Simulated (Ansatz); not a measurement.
Runs of Ansatz 0.2.0 on InAs. Symmetry: Fm-3m, No. 225, cubic system. Conventional cell: a = 5.755 Å, b = 5.755 Å, c = 5.755 Å, α = 90.00°, β = 90.00°, γ = 90.00°. Around In (site symmetry m-3m) lie 6 As at 2.88 Å. As (site symmetry m-3m) has 6 In at 2.88 Å as nearest neighbours. Measurements of this composition are mostly on another form, of space group No. 216.

```tsv
task	level	spin	cell	cutoff (eV)	points for each segment of the path	gap on the mesh (eV)	pressure (GPa)	relaxed volume (Å³/atom)
relaxation of cell and atoms	B3LYP	off	relaxed	420	-	none	0.0	24.60
relaxation of cell and atoms	HSE03	off	relaxed	420	-	none	0.0	(b)
single point	r2SCAN0	off	as given	500	-	none	-3.4	-
single point	B3LYP	off	as given	420	-	none	(a)	-
single point	r2SCAN50	off	as given	500	-	none	-5.9	-
single point	PBE0	off	as given	420	-	none	-2.2	-
relaxation of cell and atoms	PBE0	off	relaxed	420	-	none	0.0	22.76
relaxation of cell and atoms	PBEsol0	off	relaxed	420	-	none	0.0	22.06
band structure	HSEsol	off	as given	420	4	none	(c)	-
single point	PBE0	SOC, no magnetisation	as given	420	-	none	-2.2	-
single point	PBEsol0	off	as given	420	-	none	-4.4	-
relaxation of cell and atoms	HSEsol	off	relaxed	420	-	none	0.0	22.17
```

Alike in all rows: potentials or basis Ansatz PAW; k mesh 4 × 4 × 4; smearing fermi-dirac 0.05 eV; the mesh is coarse, so values aren't converged.

Fill in the values left out.

(a) 2.0; (b) 23.25; (c) -4.1.

Caveats: all runs use coarse meshes; the PAW data sets come from PBE, with cores solved anew for the run's functional, which leaves a small shift of forces and pressure; the thresholds are loose for stress (some runs); the plane-wave basis is chosen anew once the cell has moved, so the energies of steps on either side of that aren't comparable (some runs); spin-orbit coupling is left out, which moves the levels of the heavy elements (some runs).

A k mesh can miss the band edges, and rows without SOC leave out spin-orbit coupling on As, In.

A gap of «none» marks a metal or a gap under the smearing width.
